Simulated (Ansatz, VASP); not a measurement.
TiTe2 in VASP and in Ansatz

```
Te Ti
1.0
     3.72595    0.00000    0.00000
    -1.86298    3.22677    0.00000
     0.00000    0.00000    6.41018
Te Ti
2 1
Direct
  0.33333 0.66667 0.73720
  0.66667 0.33333 0.26280
  0.00000 0.00000 0.00000
```

Change from the starting cell: volume scaled by 0.96.

Alike in both runs: task single point; functional LDA; k mesh 8 × 8 × 4; occupations fermi-dirac, width 0.05 eV; no spin polarisation.

|  | VASP | Ansatz |
| --- | --- | --- |
| version | VASP 6.6.1 | Ansatz 0.2.0 |
| potentials or method | VASP PAW LDA potentials, release 64 (Te, Ti_sv), cutoff 520 eV | all-electron LAPW, scalar-relativistic |

Ansatz gave:

```
gap on the k mesh at the Fermi level (eV)       : none
pressure (GPa)                                  : -1.6
largest component of the traceless stress (GPa) : 0.34
rms of the force components (eV/Å)              : 0.016
```

Problem. What did VASP give for the same quantities?

Solution. gap on the k mesh at the Fermi level (eV): none; pressure (GPa): -1.5; largest component of the traceless stress (GPa): 0.34; rms of the force components (eV/Å): 0.029.

Atom by atom the forces differ by 0.014 eV/Å (rms over components). A gap of «none» marks a metal or a gap that the smearing closes. Ansatz ran all-electron here, so the differences hold the error of VASP's frozen core and of both bases.

The runs have no spin-orbit coupling, so splittings on Te are missing.
